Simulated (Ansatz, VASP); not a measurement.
## One calculation of AlCo, two programs

```
CELL_PARAMETERS angstrom
2.82259 0.00000 0.00000
0.00000 2.82259 0.00000
0.00000 0.00000 2.82259
ATOMIC_POSITIONS crystal
Al 0.00000 0.00000 0.00000
Co 0.50000 0.50000 0.50000
```

Alike in both runs: functional PBEsol; k mesh 14 × 14 × 14; occupations gaussian, width 0.1 eV; no spin polarisation.

Ansatz relaxed the structure, and its values are those at the end. VASP's run is a single point on that final structure, the one shown.

|  | VASP | Ansatz |
| --- | --- | --- |
| version | VASP 6.6.1 | Ansatz 0.2.0 |
| potentials or method | VASP PAW PBE potentials, release 64 (Al, Co) | scalar-relativistic, plane waves, PAW |
| plane-wave cutoff (eV) | 520 | 420 |
| valence electrons in the cell | 12 | 20 |

```tsv
	VASP	Ansatz	Ansatz less VASP
gap on the k mesh at the Fermi level (eV)	none	none	-
pressure (GPa)	-0.1	0.0	+0.10
```

A gap of «none» marks a metal or a gap that the smearing closes. The functional is the same, so the differences come from potentials, cutoffs and numerics. The two sets of potentials don't hold the same shells in valence.

Caveats: the PAW data sets were made with another functional, which shifts forces and pressure a little (VASP). Spin polarisation is off, so any magnetic state and its effect on volume and gap are missing.
